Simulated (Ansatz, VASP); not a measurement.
H2Se in VASP and in Ansatz

```
H Se
1.0
     1.85900   -1.86335    0.00000
     1.85900    1.86335    0.00000
     0.00000    0.00000    6.12475
H Se
2 1
Direct
  0.10091 0.10091 0.50000
  0.89909 0.89909 0.50000
  0.50000 0.50000 0.00000
```

Change from the starting cell: species swapped into the CsO2 type (Cmmm, No. 65).

Alike in both runs: functional PBE; dispersion D3(BJ); k mesh 18 × 18 × 8; occupations gaussian, width 0.1 eV; no spin polarisation.

Ansatz relaxed the structure, and its values are those at the end. VASP's run is a single point on that final structure, the one shown.

|  | VASP | Ansatz |
| --- | --- | --- |
| version | VASP 6.6.1 | Ansatz 0.2.0 |
| potentials or method | VASP PAW PBE potentials, release 64 (H, Se) | scalar-relativistic, plane waves, PAW |
| plane-wave cutoff (eV) | 520 | 420 |
| valence electrons in the cell | 8 | 18 |

Ansatz gave:

| Quantity | Value |
| --- | --- |
| gap on the k mesh at the Fermi level (eV) | none |
| pressure (GPa) | 0.0 |
| rms of the force components (eV/Å) | 0.000 |

Problem. What did VASP give for the same quantities?

Solution. gap on the k mesh at the Fermi level (eV): none; pressure (GPa): -0.1; rms of the force components (eV/Å): 0.005.

A gap of «none» marks a metal or a gap that the smearing closes. The two sets of potentials don't hold the same shells in valence.
